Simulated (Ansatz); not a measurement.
The system is Cu.

```
CELL_PARAMETERS angstrom
0.00000 1.80750 1.80750
1.80750 0.00000 1.80750
1.80750 1.80750 0.00000
ATOMIC_POSITIONS crystal
Cu 0.00000 0.00000 0.00000
```

- Program: Ansatz 0.2.0
- Task: relaxation of cell and atoms
- Functional: RPBE
- Potentials or basis: all-electron LAPW, scalar-relativistic
- Basis error allowed: 0.001 eV/atom
- k mesh: 13 × 13 × 13
- Occupations: fermi-dirac, width 0.05 eV
- Spin: no spin polarisation

At the start: volume 11.81 Å³/atom.

Where does the relaxation end?

Over 5 steps the energy falls by 11.0 meV/atom and the volume is 12.38 Å³/atom (+4.8 %); space group Fm-3m (No. 225, to 0.05 Å).

Step by step:
```
step  energy change (eV)  largest force (eV/Å)  volume (Å³)
   1              0.0000                0.0000        11.81
   2             -0.0081                0.0000        12.08
   3             -0.0110                0.0000        12.35
   4             -0.0110                0.0000        12.38
   5             -0.0110                0.0000        12.38
```

Final structure:
```
Cu
1.0
     0.00000    1.83586    1.83586
     1.83586    0.00000    1.83586
     1.83586    1.83586    0.00000
Cu
1
Cartesian
  0.0000 0.0000 0.0000
```
